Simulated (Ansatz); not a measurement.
# PBE against PBEsol: NaF

Consider NaF in the rock salt structure (space group Fm-3m, No. 225; a = 4.702 Å).

(Cell as relaxed with PBE.)

Levels (all Ansatz, a quantum-chemistry and plane-wave program, PAW): PBE (420 eV, scalar-relativistic without spin-orbit coupling); PBEsol (420 eV, no spin-orbit coupling).

Each level relaxes its own structure.

| quantity | PBE | PBEsol |
|---|---|---|
| volume per atom | 12.99 Å³ | 12.40 Å³ |
| lattice parameter a | 4.702 Å | 4.629 Å |
| band gap | 6.09 eV | 6.20 eV |
| gap character | direct at Γ | direct at Γ |
| electron mass | 0.56 mₑ | 0.56 mₑ |

PBE's volume per atom lies 0.59 Å³ above PBEsol's (4.8 %); PBE's lattice parameter a lies 0.0723 Å above PBEsol's (1.6 %); PBE's band gap lies 0.11 eV below PBEsol's; the two agree on the gap character and electron mass. Neither level is exact; PBEsol is the comparison here, not a measurement.

Effective masses come from finite differences of ±0.01 Å⁻¹. Stability against distortions was not tested.
